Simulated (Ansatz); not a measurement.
# Co (Cobalt): the cost of one run

Method: DFT, LDA, all-electron LAPW, scalar-relativistic, in Ansatz 0.2.0.

## (1) Starting point

It takes space group P6_3/mmc (No. 194, hexagonal). Conventional cell: a = 2.507 Å, b = 2.507 Å, c = 4.070 Å, α = 90.00°, β = 90.00°, γ = 120.00°. Around Co (site symmetry -6m2) lie 12 Co at 2.50 to 2.51 Å.

Coordinates:

```
CELL_PARAMETERS angstrom
2.50740 0.00000 0.00000
-1.25370 2.17147 0.00000
0.00000 0.00000 4.06990
ATOMIC_POSITIONS crystal
Co 0.33333 0.66667 0.25000
Co 0.66667 0.33333 0.75000
```

Atoms are numbered in the order of the input: Co1, Co2.

## (2) Spiral at q = 0, LAPW

input.yaml

```yaml
crystal:
  lattice:
    - [2.5074, 0.0, 0.0]
    - [-1.2537, 2.1714720974, 0.0]
    - [0.0, 0.0, 4.0699]
  atoms:
    - { symbol: Co, position: [0.3333333333, 0.6666666667, 0.25], spin: 1.6, spin_axis: [1.0, 0.0, 0.0] }
    - { symbol: Co, position: [0.6666666667, 0.3333333333, 0.75], spin: 1.6, spin_axis: [1.0, 0.0, 0.0] }
magnetization:
  noncollinear: true
  spin_spiral: { q: [0.0, 0.0, 0.0] }
kpoints:
  mp_grid: { grid: [12, 12, 7] }
scf:
  occupations: { method: fermi_dirac, width: 0.08 }
  lower_state_search: "off"
hamiltonian:
  xc: lda
  pseudopotentials: { kind: all_electron, lapw: { basis_error: 0.001 } }
output:
  eigenvalues: false
```

Launch:

```sh
ansatz run input.yaml --threads 2 --pin off --max-ram 5120MiB --backend cpu --events-out ev --progress --plain --runs-dir out
```

What time and memory should one allow on 2 threads of Arm Neoverse V1, shared host?

About 81 s, with a peak of 0.67 GiB.
